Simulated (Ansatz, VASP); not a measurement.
## One calculation of MnS, two programs

File INCAR:

```
SYSTEM = MnS
  ALGO = Normal
  EDIFF = 1E-7
  ENCUT = 520
  GGA = PE
  ISIF = 2
  ISMEAR = 0
  LASPH = .True.
  LCHARG = .False.
  LREAL = .False.
  LWAVE = .False.
  NBANDS = 16
  NELM = 60
  PREC = Accurate
  SIGMA = 0.05
```

File KPOINTS:

```
k-points
0
Gamma
  12 12 12
  0 0 0
```

File POSCAR:

```
MnS
1.0
    0.0000000000      2.3459927734      2.3459927734
    2.3459927734      0.0000000000      2.3459927734
    2.3459927734      2.3459927734      0.0000000000
Mn S
1 1
Direct
    0.0000000000      0.0000000000      0.0000000000
    0.5000000000      0.5000000000      0.5000000000
```

Input for Ansatz:

```yaml
crystal:
  lattice:
    - [0.0, 2.3459927734, 2.3459927734]
    - [2.3459927734, 0.0, 2.3459927734]
    - [2.3459927734, 2.3459927734, 0.0]
  atoms:
    - { symbol: Mn, position: [0.0, 0.0, 0.0] }
    - { symbol: S, position: [0.5, 0.5, 0.5] }
basis:
  ecutwfc: 420
  ecutrho_ratio: 4
kpoints:
  mp_grid: { grid: [12, 12, 12] }
hamiltonian:
  xc: pbe
scf:
  occupations: { method: gaussian, width: 0.05 }
output:
  forces: true
  stress: true
  eigenvalues: true
```

Alike in both runs: task single point; functional PBE; k mesh 12 × 12 × 12; occupations gaussian, width 0.05 eV; no spin polarisation.

|  | VASP | Ansatz |
| --- | --- | --- |
| version | VASP 6.6.1 | Ansatz 0.2.0 |
| potentials or method | VASP PAW PBE potentials, release 64 (Mn_pv, S) | scalar-relativistic, plane waves, PAW |
| plane-wave cutoff (eV) | 520 | 420 |
| valence electrons in the cell | 19 | 21 |

|  | VASP | Ansatz | Ansatz less VASP |
| --- | --- | --- | --- |
| gap on the k mesh at the Fermi level (eV) | none | none | - |
| pressure (GPa) | 0.1 | 0.0 | -0.10 |

A gap of «none» marks a metal or a gap that the smearing closes. The two sets of potentials don't hold the same shells in valence.

Caveats: the run has no spin polarisation, though such a crystal can be magnetic; semilocal functionals often make such compounds metallic where correlation or magnetic order opens a gap, which also shifts bond lengths. Spin polarisation is off, so any magnetic state and its effect on volume and gap are missing.
